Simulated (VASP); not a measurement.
# Relaxed cell of BaS: a test of cutoff and mesh

How far does the relaxed cell of BaS depend on cutoff and k mesh? The starting structure is a measured crystal structure from the Crystallography Open Database.

Method: Kohn-Sham DFT with plane waves and PAW; PBEsol, in VASP 6.6.1.

## (1) The starting structure

It takes space group Fm-3m (No. 225, cubic). The conventional cell has a = 6.388 Å, b = 6.388 Å, c = 6.388 Å, α = 90.00°, β = 90.00°, γ = 90.00°. Nearest to Ba lie 6 S at 3.19 Å. S has 6 Ba at 3.19 Å nearest. Farther neighbours and most contacts between anions are not listed.

Structure file:

```cif
data_structure
_symmetry_space_group_name_H-M 'P 1'
_symmetry_Int_Tables_number 1
_cell_length_a 4.5166
_cell_length_b 4.5166
_cell_length_c 4.5166
_cell_angle_alpha 60.000
_cell_angle_beta 60.000
_cell_angle_gamma 60.000
_cell_volume 65.15
loop_
_atom_site_label
_atom_site_type_symbol
_atom_site_fract_x
_atom_site_fract_y
_atom_site_fract_z
_atom_site_occupancy
Ba1 Ba 0.00000 0.00000 0.00000 1
S2 S 0.50000 0.50000 0.50000 1
```

## (2) Reference relaxation

File INCAR:

```
SYSTEM = BaS
PREC = Accurate
ENCUT = 450
EDIFF = 1E-06
NELM = 100
ISMEAR = 0
SIGMA = 0.03
LREAL = .FALSE.
ALGO = Normal
GGA = PS
NBANDS = 14
LORBIT = 11
LWAVE = .FALSE.
LCHARG = .FALSE.
KPAR = 2
IBRION = 2
NSW = 50
ISIF = 3
EDIFFG = -0.01
```

File POSCAR:

```
BaS
1.0
    0.0000000000      3.1937500000      3.1937500000
    3.1937500000      0.0000000000      3.1937500000
    3.1937500000      3.1937500000      0.0000000000
Ba S
1 1
Direct
    0.0000000000      0.0000000000      0.0000000000
    0.5000000000      0.5000000000      0.5000000000
```

File KPOINTS:

```
Automatic mesh
0
Gamma
6 6 6
0 0 0
```

The projector-augmented-wave data sets are Ba_sv and S (PBE family, release 64).

Run with:

```sh
$ mpirun -np 2 vasp_std
```

Output:

```text
[banner, memory and clock lines left out]
running    2 mpi-ranks, on    1 nodes
 distrk:  each k-point on    1 cores,    2 groups
 distr:  one band on    1 cores,    1 groups

 POSCAR found type information on POSCAR BaS
 POSCAR found :  2 types and       2 ions
|                                                                             |
|               ----> ADVICE to this user running VASP <----                  |
|                                                                             |
|     You enforced a specific xc type in the INCAR file but a different       |
|     [... a line on the potential file left out ...]
|     I HOPE YOU KNOW WHAT YOU ARE DOING!                                     |
|                                                                             |

 LDA part: xc-table for (Slater+PW92), standard interpolation
 POSCAR, INCAR and KPOINTS ok, starting setup
 FFT: planning ... GRIDC
 FFT: planning ... GRID_SOFT
 FFT: planning ... GRID
 WAVECAR not read
 entering main loop
       N       E                     dE             d eps       ncg     rms          rms(c)
DAV:   1     0.737591238547E+02    0.73759E+02   -0.62090E+03   448   0.878E+02
DAV:   2    -0.686642584196E+01   -0.80626E+02   -0.74028E+02   616   0.164E+02
DAV:   3    -0.110499789929E+02   -0.41836E+01   -0.41512E+01   562   0.399E+01
DAV:   4    -0.111480591978E+02   -0.98080E-01   -0.98063E-01   566   0.633E+00
DAV:   5    -0.111510015610E+02   -0.29424E-02   -0.29422E-02   606   0.914E-01    0.459E+00
DAV:   6    -0.107194421058E+02    0.43156E+00   -0.67890E-01   532   0.489E+00    0.317E+00
DAV:   7    -0.107123688466E+02    0.70733E-02   -0.16535E-01   602   0.221E+00    0.174E+00
DAV:   8    -0.107175432769E+02   -0.51744E-02   -0.21171E-02   490   0.939E-01    0.199E-01
DAV:   9    -0.107170455631E+02    0.49771E-03   -0.35732E-03   568   0.381E-01    0.125E-01
DAV:  10    -0.107174938160E+02   -0.44825E-03   -0.55493E-04   504   0.161E-01    0.298E-02
DAV:  11    -0.107175088516E+02   -0.15036E-04   -0.57220E-05   600   0.458E-02    0.152E-02
DAV:  12    -0.107175099976E+02   -0.11460E-05   -0.38876E-06   502   0.140E-02    0.721E-03
DAV:  13    -0.107175098664E+02    0.13120E-06   -0.12940E-07   332   0.271E-03
   1 F= -.10717510E+02 E0= -.10717510E+02  d E =-.107175E+02
 curvature:   0.00 expect dE= 0.000E+00 dE for cont linesearch  0.000E+00
 trial: gam= 0.00000 g(F)=  0.000E+00 g(S)=  0.344E-02 ort = 0.000E+00 (trialstep = 0.100E+01)
 search vector abs. value=  0.344E-02
 bond charge predicted
       N       E                     dE             d eps       ncg     rms          rms(c)
DAV:   1    -0.107381754284E+02   -0.20665E-01   -0.49288E-01   526   0.495E+00    0.854E-01
DAV:   2    -0.107224791322E+02    0.15696E-01   -0.27605E-02   478   0.116E+00    0.308E-01
DAV:   3    -0.107185543721E+02    0.39248E-02   -0.11132E-02   632   0.688E-01    0.156E-01
DAV:   4    -0.107185820837E+02   -0.27712E-04   -0.44633E-04   682   0.143E-01    0.996E-02
DAV:   5    -0.107186614028E+02   -0.79319E-04   -0.14467E-04   708   0.712E-02    0.370E-02
DAV:   6    -0.107186734826E+02   -0.12080E-04   -0.57424E-06   628   0.176E-02    0.255E-03
DAV:   7    -0.107186731451E+02    0.33743E-06   -0.26234E-07   314   0.355E-03
   2 F= -.10718673E+02 E0= -.10718673E+02  d E =-.116328E-02
 trial-energy change:   -0.001163  1 .order   -0.001145   -0.003442    0.001151
 step:   0.7537(harm=  0.7494)  dis= 0.00000  next Energy=   -10.718815 (dE=-0.130E-02)
 bond charge predicted
       N       E                     dE             d eps       ncg     rms          rms(c)
DAV:   1    -0.107199931496E+02   -0.13197E-02   -0.29728E-02   532   0.121E+00    0.207E-01
DAV:   2    -0.107190540042E+02    0.93915E-03   -0.17093E-03   484   0.288E-01    0.758E-02
DAV:   3    -0.107188143590E+02    0.23965E-03   -0.66504E-04   636   0.169E-01    0.361E-02
DAV:   4    -0.107188130675E+02    0.12915E-05   -0.31077E-05   682   0.367E-02    0.235E-02
DAV:   5    -0.107188143143E+02   -0.12468E-05   -0.76418E-06   694   0.164E-02    0.890E-03
DAV:   6    -0.107188133642E+02    0.95018E-06   -0.28082E-07   308   0.418E-03
   3 F= -.10718813E+02 E0= -.10718813E+02  d E =-.130350E-02
 curvature:  -0.37 expect dE=-0.879E-09 dE for cont linesearch -0.879E-09
 trial: gam= 0.00000 g(F)=  0.602E-60 g(S)=  0.235E-08 ort =-0.284E-05 (trialstep = 0.951E+00)
 search vector abs. value=  0.245E-08
 reached required accuracy - stopping structural energy minimisation
```

It took 8 s on 2 MPI ranks of Intel Xeon 6975P-C (Granite Rapids), shared host; peak memory 0.35 GiB.

The logs omit lines about the potential files and the build; timing stands in the text.

OUTCAR, selected parts (step 2):

```text
ion  position               nearest neighbor table
   1  0.000  0.000  0.000-   2 3.19   2 3.19   2 3.19   2 3.19   2 3.19   2 3.19
   2  0.500  0.500  0.500-   1 3.19   1 3.19   1 3.19   1 3.19   1 3.19   1 3.19

  LATTYP: Found a face centered cubic cell.
 ALAT       =     6.3875000000

 Subroutine GETGRP returns: Found 48 space group operations
 (whereof 48 operations were pure point group operations)

The static configuration has the point symmetry O_h .

 Found     16 irreducible k-points:

   k-points           NKPTS =     16   k-points in BZ     NKDIM =     16   number of bands    NBANDS=     14

   dimension x,y,z NGX =    32 NGY =   32 NGZ =   32
   dimension x,y,z NGXF=    64 NGYF=   64 NGZF=   64

   ENCUT  =  450.0 eV  33.07 Ry    5.75 a.u.   7.81  7.81  7.81*2*pi/ulx,y,z

   NELECT =      16.0000    total number of electrons

 k-points in reciprocal lattice and weights: Automatic mesh
   0.00000000  0.00000000  0.00000000       0.005
   0.16666667  0.00000000  0.00000000       0.037
   0.33333333  0.00000000  0.00000000       0.037
   0.50000000  0.00000000  0.00000000       0.019
   0.16666667  0.16666667  0.00000000       0.028
   0.33333333  0.16666667  0.00000000       0.111
   0.50000000  0.16666667  0.00000000       0.111
  -0.33333333  0.16666667  0.00000000       0.111
  -0.16666667  0.16666667  0.00000000       0.056
[...]
-0.33333333  0.33333333  0.16666667       0.111
  -0.33333333  0.50000000  0.16666667       0.056

 average (electrostatic) potential at core
       1 -36.5271       2 -87.7654

 E-fermi :   1.6363

 k-point     1 :       0.0000    0.0000    0.0000
  band No.  band energies     occupation
    ...
      4      -9.6351      2.00000
      5      -8.9665      2.00000
      6       1.4051      2.00000
      7       1.4051      2.00000
      8       1.4051      2.00000
      9       4.8705      0.00000
     10       5.1887      0.00000
     11       5.1887      0.00000
     12       5.1887      0.00000
     13       6.1557      0.00000
    ...

 k-point     2 :       0.1667    0.0000    0.0000
  band No.  band energies     occupation
    ...
      4      -9.6455      2.00000
      5      -8.4404      2.00000
      6       0.7166      2.00000
      7       1.0451      2.00000
      8       1.0451      2.00000
      9       5.2149      0.00000
     10       5.6076      0.00000
     11       5.6076      0.00000
     12       5.8830      0.00000
     13       6.9581      0.00000
    ...

 k-point     3 :       0.3333    0.0000    0.0000
  band No.  band energies     occupation
    ...
      4      -9.6660      2.00000
      5      -7.8630      2.00000
      6      -0.2340      2.00000
      7       0.4977      2.00000
      8       0.4977      2.00000
      9       5.7726      0.00000
     10       6.7245      0.00000
     11       6.7245      0.00000
     12       7.3588      0.00000
     13       8.7555      0.00000
    ...

  Total        0.0001800      0.0001800      0.0001800      0.0000000     -0.0000000      0.0000000
  in kB        0.0044803      0.0044803      0.0044803      0.0000000     -0.0000000      0.0000000
  external PRESSURE =       0.0044803 kB  Pullay stress =       0.0000000 kB

  energy-cutoff  :      450.00
  volume of cell :       64.38
      direct lattice vectors                 reciprocal lattice vectors
    -0.000000000  3.181086696  3.181086696    -0.157178992  0.157178992  0.157178992
     3.181086696 -0.000000000  3.181086696     0.157178992 -0.157178992  0.157178992
     3.181086696  3.181086696  0.000000000     0.157178992  0.157178992 -0.157178992

 POSITION                                       TOTAL-FORCE (eV/Angst)
 -----------------------------------------------------------------------------------
      0.00000      0.00000      0.00000         0.000000     -0.000000      0.000000
      3.18109      3.18109      3.18109        -0.000000      0.000000     -0.000000
 -----------------------------------------------------------------------------------
    total drift:                                0.000000     -0.000000     -0.000000

  FREE ENERGIE OF THE ION-ELECTRON SYSTEM (eV)
  ---------------------------------------------------
  free  energy   TOTEN  =       -10.7188133642 eV

  energy  without entropy=      -10.7188133642  energy(sigma->0) =      -10.71881336

 reached required accuracy - stopping structural energy minimisation

 total charge
# of ion       s       p       d       tot
------------------------------------------
    1        2.008   5.606   0.288   7.901
    2        1.317   2.405   0.000   3.722
--------------------------------------------------
tot          3.325   8.011   0.288  11.623

[... 3 further parts left out ...]
```

CONTCAR:

```
BaS
   1.00000000000000
    -0.0000000000000000    3.1810866964082631    3.1810866964082631
     3.1810866964082631   -0.0000000000000000    3.1810866964082631
     3.1810866964082631    3.1810866964082631    0.0000000000000000
  Ba              S
     1     1
Direct
     0.0000000000000000    0.0000000000000000    0.0000000000000000
     0.5000000000000000    0.5000000000000000    0.5000000000000000
```

The PAW data sets were made with PBE, which is usual practice but a small mismatch for other functionals. The run keeps the 48 symmetry operations of its start, so it cannot find a distortion of lower symmetry.

The reference relaxation ends at 32.190 Å³ an atom.

## (3) Relaxation with a cutoff of 260 eV

Against step 2 the input has ENCUT = 260.

Edit INCAR of step 2 so:

```diff
@@ -2,3 +2,3 @@
 PREC = Accurate
-ENCUT = 450
+ENCUT = 260
 EDIFF = 1E-06
```

POSCAR is that of step 2.

KPOINTS is that of step 2.

Run with:

```sh
$ mpirun -np 2 vasp_std
```

Output:

```text
[banner, memory and clock lines left out]
running    2 mpi-ranks, on    1 nodes
[...]
[... a notice as in an earlier step ...]

 LDA part: xc-table for (Slater+PW92), standard interpolation
 POSCAR, INCAR and KPOINTS ok, starting setup
[...]
entering main loop
       N       E                     dE             d eps       ncg     rms          rms(c)
DAV:   1     0.523299811462E+02    0.52330E+02   -0.46719E+03   448   0.573E+02
DAV:   2    -0.836618284563E+01   -0.60696E+02   -0.55846E+02   614   0.140E+02
DAV:   3    -0.110888756859E+02   -0.27227E+01   -0.27087E+01   588   0.305E+01
DAV:   4    -0.111410339273E+02   -0.52158E-01   -0.52143E-01   542   0.445E+00
[...]
DAV:  11    -0.107136318129E+02   -0.20880E-04   -0.51069E-05   602   0.431E-02    0.129E-02
DAV:  12    -0.107136340700E+02   -0.22572E-05   -0.35158E-06   470   0.120E-02    0.749E-03
DAV:  13    -0.107136340400E+02    0.30029E-07   -0.15208E-07   326   0.270E-03
   1 F= -.10713634E+02 E0= -.10713634E+02  d E =-.107136E+02
[...]
DAV:   5    -0.107170163710E+02   -0.25224E-03   -0.52530E-04   700   0.134E-01    0.679E-02
DAV:   6    -0.107170449679E+02   -0.28597E-04   -0.17222E-05   600   0.308E-02    0.387E-03
DAV:   7    -0.107170449661E+02    0.17826E-08   -0.11115E-06   432   0.669E-03
   2 F= -.10717045E+02 E0= -.10717045E+02  d E =-.341093E-02
 trial-energy change:   -0.003411  1 .order   -0.003299   -0.011515    0.004918
 step:   0.7092(harm=  0.7007)  dis= 0.00000  next Energy=   -10.717757 (dE=-0.412E-02)
[...]
N       E                     dE             d eps       ncg     rms          rms(c)
DAV:   1    -0.107232506328E+02   -0.62057E-02   -0.13852E-01   532   0.261E+00    0.441E-01
DAV:   2    -0.107188499434E+02    0.44007E-02   -0.79319E-03   484   0.616E-01    0.164E-01
DAV:   3    -0.107177407661E+02    0.11092E-02   -0.31139E-03   636   0.365E-01    0.815E-02
DAV:   4    -0.107177440581E+02   -0.32920E-05   -0.13909E-04   682   0.764E-02    0.520E-02
DAV:   5    -0.107177578907E+02   -0.13833E-04   -0.35445E-05   708   0.346E-02    0.190E-02
DAV:   6    -0.107177571731E+02    0.71761E-06   -0.13240E-06   500   0.815E-03
   3 F= -.10717757E+02 E0= -.10717757E+02  d E =-.412313E-02
[...]
reached required accuracy - stopping structural energy minimisation
```

Run time: 4.4 s. Hardware: 2 MPI ranks; peak memory 0.25 GiB.

OUTCAR, selected parts (step 3):

```text
  Total        0.0008654      0.0008654      0.0008654      0.0000000      0.0000000      0.0000000
  in kB        0.0217219      0.0217219      0.0217219      0.0000000      0.0000000      0.0000000
  external PRESSURE =       0.0217219 kB  Pullay stress =       0.0000000 kB

 POSITION                                       TOTAL-FORCE (eV/Angst)
 -----------------------------------------------------------------------------------
      0.00000      0.00000      0.00000        -0.000000     -0.000000      0.000000
      3.17196      3.17196      3.17196         0.000000      0.000000     -0.000000
 -----------------------------------------------------------------------------------
    total drift:                                0.000000     -0.000000     -0.000000

  FREE ENERGIE OF THE ION-ELECTRON SYSTEM (eV)
  ---------------------------------------------------
  free  energy   TOTEN  =       -10.7177571731 eV

  energy  without entropy=      -10.7177571731  energy(sigma->0) =      -10.71775717

[... 2 parts as in an earlier step ...]

[... 2 further parts left out ...]
[key lines of the parts left out:]
E-fermi :   1.6180
```

With a cutoff of 260 eV the cell ends at 31.914 Å³ an atom, -0.86 % from the reference.

## (4) Relaxation with a 3×3×3 mesh

Against step 2 the input has a 3×3×3 mesh.

Edit INCAR of step 3 so:

```diff
@@ -2,3 +2,3 @@
 PREC = Accurate
-ENCUT = 260
+ENCUT = 450
 EDIFF = 1E-06
```

POSCAR is that of step 3.

File KPOINTS:

```
Automatic mesh
0
Gamma
3 3 3
0 0 0
```

Run with:

```sh
$ mpirun -np 2 vasp_std
```

Output:

```text
[... set-up lines as in an earlier step ...]
 entering main loop
       N       E                     dE             d eps       ncg     rms          rms(c)
DAV:   1     0.841601688914E+02    0.84160E+02   -0.65275E+03   112   0.913E+02
DAV:   2    -0.660637741109E+01   -0.90767E+02   -0.84973E+02   158   0.168E+02
DAV:   3    -0.110630552125E+02   -0.44567E+01   -0.44339E+01   148   0.411E+01
DAV:   4    -0.111331330860E+02   -0.70078E-01   -0.70069E-01   146   0.548E+00
[...]
DAV:  10    -0.106814980620E+02   -0.47885E-03   -0.63655E-04   124   0.162E-01    0.395E-02
DAV:  11    -0.106815330391E+02   -0.34977E-04   -0.55156E-05   142   0.455E-02    0.946E-03
DAV:  12    -0.106815339660E+02   -0.92682E-06   -0.27509E-06   116   0.108E-02
   1 F= -.10681534E+02 E0= -.10681534E+02  d E =-.106815E+02
[...]
N       E                     dE             d eps       ncg     rms          rms(c)
DAV:   1    -0.106877495280E+02   -0.62165E-02   -0.14871E-01   136   0.271E+00    0.461E-01
DAV:   2    -0.106830334177E+02    0.47161E-02   -0.81319E-03   124   0.641E-01    0.171E-01
DAV:   3    -0.106818336680E+02    0.11997E-02   -0.34364E-03   168   0.381E-01    0.837E-02
DAV:   4    -0.106818469417E+02   -0.13274E-04   -0.11000E-04   160   0.735E-02    0.547E-02
DAV:   5    -0.106818746185E+02   -0.27677E-04   -0.46938E-05   186   0.405E-02    0.188E-02
DAV:   6    -0.106818789761E+02   -0.43576E-05   -0.13526E-06   112   0.983E-03    0.160E-03
DAV:   7    -0.106818787816E+02    0.19450E-06   -0.14262E-07    56   0.266E-03
   2 F= -.10681879E+02 E0= -.10681879E+02  d E =-.344816E-03
 trial-energy change:   -0.000345  1 .order   -0.000341   -0.001047    0.000364
 step:   0.7421(harm=  0.7421)  dis= 0.00000  next Energy=   -10.681922 (dE=-0.388E-03)
[...]
N       E                     dE             d eps       ncg     rms          rms(c)
DAV:   1    -0.106823159848E+02   -0.43701E-03   -0.98630E-03   136   0.698E-01    0.118E-01
DAV:   2    -0.106820062278E+02    0.30976E-03   -0.54706E-04   124   0.166E-01    0.441E-02
DAV:   3    -0.106819264025E+02    0.79825E-04   -0.22827E-04   168   0.983E-02    0.209E-02
DAV:   4    -0.106819256601E+02    0.74239E-06   -0.74294E-06   160   0.191E-02
   3 F= -.10681926E+02 E0= -.10681926E+02  d E =-.391694E-03
[...]
reached required accuracy - stopping structural energy minimisation
```

It took 5 s on 2 MPI ranks; peak memory 0.33 GiB.

From OUTCAR (step 4):

```text
  Total        0.0126133      0.0126133      0.0126133      0.0000000      0.0000000      0.0000000
  in kB        0.3121875      0.3121875      0.3121875      0.0000000      0.0000000      0.0000000
  external PRESSURE =       0.3121875 kB  Pullay stress =       0.0000000 kB

 POSITION                                       TOTAL-FORCE (eV/Angst)
 -----------------------------------------------------------------------------------
      0.00000      0.00000      0.00000         0.000000      0.000000      0.000000
      3.18687      3.18687      3.18687        -0.000000     -0.000000     -0.000000
 -----------------------------------------------------------------------------------
    total drift:                                0.000000     -0.000000     -0.000000

  FREE ENERGIE OF THE ION-ELECTRON SYSTEM (eV)
  ---------------------------------------------------
  free  energy   TOTEN  =       -10.6819256601 eV

  energy  without entropy=      -10.6819256601  energy(sigma->0) =      -10.68192566

[... 1 part as in an earlier step ...]

[... 3 further parts left out ...]
[key lines of the parts left out:]
E-fermi :   1.6072
```

With a 3×3×3 mesh the cell ends at 32.366 Å³ an atom, +0.55 % from the reference.

(Part 1 of 2 ends here.)

[Lines on the potential files, build, host, timing and source positions are cut from VASP's logs without a mark.]

[Logs are printed without paths, hosts, clocks, repeated set-up lines and the standing remarks that a program may print on its own settings, such as how far it seeks lower states.]

[Hosts, paths, dates, database ids (printed as entryN), source tags and the programs' standing remarks are cut or masked in the printed files.]
